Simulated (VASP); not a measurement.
From an Ansatz input to VASP: PbF2 (strained database structure)

Ansatz input

```yaml
crystal:
  lattice:
    - [5.8916182784, 0.0, 0.0]
    - [0.0, 3.0801451573, 2.9458164171]
    - [0.0, -3.0801451573, 2.9458164171]
  atoms:
    - { symbol: Pb, position: [0.5, 0.9699092191, 0.9699092191] }
    - { symbol: Pb, position: [0.0, 0.4699092191, 0.4699092191] }
    - { symbol: F, position: [0.75, 0.9699218905, 0.4699218904] }
    - { symbol: F, position: [0.25, 0.4699218904, 0.9699218905] }
    - { symbol: F, position: [0.75, 0.4699218904, 0.9699218905] }
    - { symbol: F, position: [0.25, 0.9699218905, 0.4699218904] }
kpoints:
  mp_grid: { grid: [4, 6, 6] }
  band_path:
    path:
      - [0.0, 0.0, 0.0]
      - [0.0, 0.5000003589, -0.5000003589]
      - [0.2499996014, 0.6250004685, -0.3750002494]
      - [0.7499988043, 0.3750002692, -0.3750002692]
      - [0.4999992029, 0.5000003986, 3.96e-08]
      - [0.4999992029, 0.5000003589, -0.5000003589]
      - [0.0, 0.450000323, -0.450000323]
      - [0.375, -0.5, -0.5]
    npoints: 1
hamiltonian:
  xc: pbe
scf:
  occupations: { method: fermi_dirac, width: 0.02 }
  n_extra_bands: 5
output:
  forces: true
  stress: true
  eigenvalues: true
```

Task: Translate this input to VASP.

Result: 

INCAR

```
LWAVE = .FALSE.
NBANDS = 37
NELM = 120
LASPH = .TRUE.
SIGMA = 0.02
ISMEAR = -1
NSW = 0
ISIF = 2
LREAL = .FALSE.
EDIFF = 1E-7
PREC = Accurate
LCHARG = .FALSE.
IBRION = -1
GGA = PE
ENCUT = 520
```

KPOINTS

```
KPOINTS created by Atomic Simulation Environment
0
Gamma
4 6 6
0 0 0
```

KPOINTS_OPT

```
special points
8
Reciprocal
0.0000000000 0.0000000000 0.0000000000 1
0.0000000000 0.5000003589 -0.5000003589 1
0.2499996014 0.6250004685 -0.3750002494 1
0.7499988043 0.3750002692 -0.3750002692 1
0.4999992029 0.5000003986 0.0000000396 1
0.4999992029 0.5000003589 -0.5000003589 1
0.0000000000 0.4500003230 -0.4500003230 1
0.3750000000 -0.5000000000 -0.5000000000 1
```

POSCAR

```
Pb F
 1.0000000000000000
     5.8916182784000002    0.0000000000000000    0.0000000000000000
     0.0000000000000000    3.0801451573000000    2.9458164171000001
     0.0000000000000000   -3.0801451573000000    2.9458164171000001
 Pb  F
   2   4
Cartesian
  2.9458091392000001 -0.0000000000000000  5.7143490014428426
  0.0000000000000000  0.0000000000000001  2.7685325843428417
  4.4187137088000004  1.5400725786500002  4.2415154478345558
  1.4729045696000000 -1.5400725786500005  4.2415154478345558
  4.4187137088000004 -1.5400725786500005  4.2415154478345558
  1.4729045696000000  1.5400725786500002  4.2415154478345558
```

VASP ran with the recommended PBE PAW datasets (56 valence electrons in the cell). Other inputs would serve too.

```
                            Ansatz     VASP
gap between bands v and c  4.30 eV  4.30 eV
         least direct gap  4.36 eV  4.36 eV
                 pressure  0.7 GPa  0.5 GPa
```

Each program uses its own PAW datasets. VASP's cell holds 56 valence electrons and Ansatz's 56. Ansatz's stress includes a Pulay correction; VASP's doesn't.
